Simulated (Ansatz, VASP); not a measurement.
# One calculation of KBr, two programs

```
K Br
1.0
     4.04350    0.00000    0.00000
     0.00000    4.04350    0.00000
     0.00000    0.00000    4.04350
K Br
1 1
Direct
  0.00000 0.00000 0.00000
  0.50000 0.50000 0.50000
```

Measurements of this composition are mostly on another form, of space group No. 225.

Alike in both runs: task single point; functional PBE; k mesh 10 × 10 × 10; occupations gaussian, width 0.05 eV; no spin polarisation.

|  | VASP | Ansatz |
| --- | --- | --- |
| version | VASP 6.6.1 | Ansatz 0.2.0 |
| potentials or method | VASP PAW PBE potentials, release 64 (K_sv, Br) | scalar-relativistic, plane waves, PAW |
| plane-wave cutoff (eV) | 520 | 420 |
| valence electrons in the cell | 16 | 16 |

```csv
,VASP,Ansatz,Ansatz less VASP
gap on the k mesh at the Fermi level (eV),3.86,3.86,+0.002
pressure (GPa),-0.1,-0.1,0.00
```

A k mesh can miss the band edges.
